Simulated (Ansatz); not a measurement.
## BeS: the gap from level to level

A database entry relaxed whole under r2SCAN at zero pressure (F-43m, No. 216):

```xyz
2
Lattice="0.0000 2.4341 2.4341 2.4341 0.0000 2.4341 2.4341 2.4341 0.0000" Properties=species:S:1:pos:R:3 pbc="T T T"
Be    0.0000    0.0000    0.0000
S     1.2171    1.2171    1.2171
```

Its volume is 14.42 Å³ an atom, +1.1 % against the entry's 14.26, which is old or was flagged in a check.

Single points on this cell with plane-wave PAW DFT (Ansatz 0.2.0; r2SCAN 500 eV, hybrids 420 eV; fermi-dirac occupations of width 0.020 eV; no moments): r2SCAN on a 10×10×10 Γ-centred mesh; HSE06 on a 8×8×8 Γ-centred mesh; PBE0 on a 8×8×8 Γ-centred mesh.

Task: How do gap, pressure and charges move from level to level?

Result: The runs give:

```csv
level,"gap (eV), or kind",pressure (GPa),Bader charge of Be (e),Bader charge of S (e)
r2SCAN,3.59,0.0,+1.67,-1.67
HSE06,4.09,-0.9,+1.65,-1.65
PBE0,4.79,-1.0,+1.66,-1.66
```

Under r2SCAN the gap is 3.59 eV, over mesh and band path. HSE06 moves it by +0.50 eV and PBE0 by +1.20 eV; PBE0 keeps its exact exchange at long range, which widens the gap over HSE06's by 0.71 eV on their common mesh.

Caveats: the relaxation kept the start's symmetry; HSE06 is read on its mesh and at the zone's corners, PBE0 on its mesh alone; hybrid pressures are good to a few tenths of a GPa; pressure is positive in compression.
